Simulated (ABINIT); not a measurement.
Runs of ABINIT 10.8.3 (patched build) on Rh. Symmetry: Fm-3m, No. 225, cubic system. Conventional cell: a = 3.796 Å, b = 3.796 Å, c = 3.796 Å, α = 90.00°, β = 90.00°, γ = 90.00°. Rh (site symmetry m-3m) is surrounded by 12 Rh at 2.68 Å. 

| task | level | potentials or basis | k mesh | cutoff (eV) | fine-grid cutoff | dispersion computed by | mesh quality | gap on the mesh (eV) | pressure (GPa) | V0 of scaled cells (Å³/atom) | B0 (GPa) |
| --- | --- | --- | --- | --- | --- | --- | --- | --- | --- | --- | --- |
| band structure | LDA | PseudoDojo NC SR LDA v0.4.1 standard | 12 × 12 × 12 | 1197 | - | - | not flagged | none | - | - | - |
| equation of state | BLYP+D3 | JTH PAW PBE v2.0 | 12 × 12 × 12 | 544 | 1088.46 eV | - | not flagged | - | - | 13.87 | 266 |
| single point | LDA | JTH PAW LDA v2.0 | 7 × 7 × 7 | 544 | 1088.46 eV | - | coarse | none | (a) | - | - |
| single point | r2SCAN | JTH PAW PBE v2.0 | 10 × 10 × 10 | 653 | 1251.72 eV | - | not flagged | none | (b) | - | - |
| band structure | PBE | JTH PAW PBE v2.0 | 12 × 12 × 12 | 544 | 1088.46 eV | - | not flagged | none | 7.3 | - | - |
| equation of state | PBEsol+D3 | JTH PAW PBE v2.0 | 12 × 12 × 12 | 544 | 1088.46 eV | simple-dftd3 1.7.0 | not flagged | - | - | 13.21 | 317 |
| single point | r2SCAN | JTH PAW PBE v2.0 | 16 × 16 × 16 | 653 | 1251.72 eV | - | not flagged | none | 1.9 | - | - |
| equation of state | PW91+D4 | JTH PAW PBE v2.0 | 12 × 12 × 12 | 544 | 1088.46 eV | dftd4 4.3.1 | not flagged | - | - | 13.72 | 287 |

Alike in all rows: no spin polarisation; cell as given; smearing fermi-dirac 0.05 eV.

Task: Fill in the values left out.

Result: (a) -11.1; (b) 1.7.

Caveats: some runs use coarse meshes; the PAW data sets were made with another functional, which shifts forces and pressure a little (some runs); pressures at fixed basis lie under the slope of the energies (some runs).

A k mesh can miss the band edges, and the runs leave out spin-orbit coupling on Rh.

A gap of «none» marks a metal or a gap under the smearing width.
